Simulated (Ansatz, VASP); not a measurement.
**BN in VASP and in Ansatz**

File POSCAR:

```
BN
1.0
    2.2915444578      0.0000000000      0.0000000000
   -1.1457722289      1.9845357143      0.0000000000
    0.0000000000      0.0000000000      8.1880781007
B N
2 2
Direct
    0.3333333333      0.6666666667      0.2500000000
    0.6666666667      0.3333333333      0.7500000000
    0.3333333333      0.6666666667      0.7500000000
    0.6666666667      0.3333333333      0.2500000000
```

The input INCAR.step1:

```
SYSTEM = BN
ALGO = Normal ; EDIFF = 1E-4
ENCUT = 520 ; GGA = PE
ISMEAR = 0 ; LASPH = .True.
LCHARG = .False. ; LREAL = .False.
LWAVE = .True. ; NBANDS = 16
NELM = 100 ; PREC = Accurate
SIGMA = 0.05
```

INCAR.step2

```
SYSTEM = BN
ALGO = Normal ; EDIFF = 1E-6
ENCUT = 520 ; ISIF = 2
ISMEAR = 0 ; ISTART = 1
LASPH = .True. ; LCHARG = .False.
LMIXTAU = .True. ; LREAL = .False.
LWAVE = .False. ; METAGGA = R2SCAN
NBANDS = 16 ; NELM = 100
PREC = Accurate ; SIGMA = 0.05
```

File KPOINTS:

```
k-points
0
Gamma
  12 12 4
  0 0 0
```

Input for Ansatz:

```yaml
crystal:
  lattice:
    - [2.2915444578, 0.0, 0.0]
    - [-1.1457722289, 1.9845357143, 0.0]
    - [0.0, 0.0, 8.1880781007]
  atoms:
    - { symbol: B, position: [0.3333333333, 0.6666666667, 0.25] }
    - { symbol: B, position: [0.6666666667, 0.3333333333, 0.75] }
    - { symbol: "N", position: [0.3333333333, 0.6666666667, 0.75] }
    - { symbol: "N", position: [0.6666666667, 0.3333333333, 0.25] }
basis:
  ecutwfc: 500
kpoints:
  mp_grid: { grid: [12, 12, 4] }
hamiltonian:
  xc: r2scan
scf:
  occupations: { method: gaussian, width: 0.05 }
output:
  forces: true
  stress: true
  eigenvalues: true
```

Alike in both runs: task single point; functional r2SCAN; k mesh 12 × 12 × 4; occupations gaussian, width 0.05 eV; no spin polarisation.

|  | VASP | Ansatz |
| --- | --- | --- |
| version | VASP 6.6.1 | Ansatz 0.2.0 |
| potentials or method | VASP PAW PBE potentials, release 64 (B, N) | scalar-relativistic, plane waves, PAW |
| plane-wave cutoff (eV) | 520 | 500 |
| valence electrons in the cell | 16 | 16 |

Ansatz gave:

```
gap on the k mesh at the Fermi level (eV) : 4.27
least direct gap on the mesh (eV)         : 5.24
```

Task: What did VASP give for the same quantities?

Result: gap on the k mesh at the Fermi level (eV): 4.25; least direct gap on the mesh (eV): 5.22.

 A k mesh can miss the band edges. r2SCAN opens gaps a little over a GGA but as a rule still falls short of measured ones.
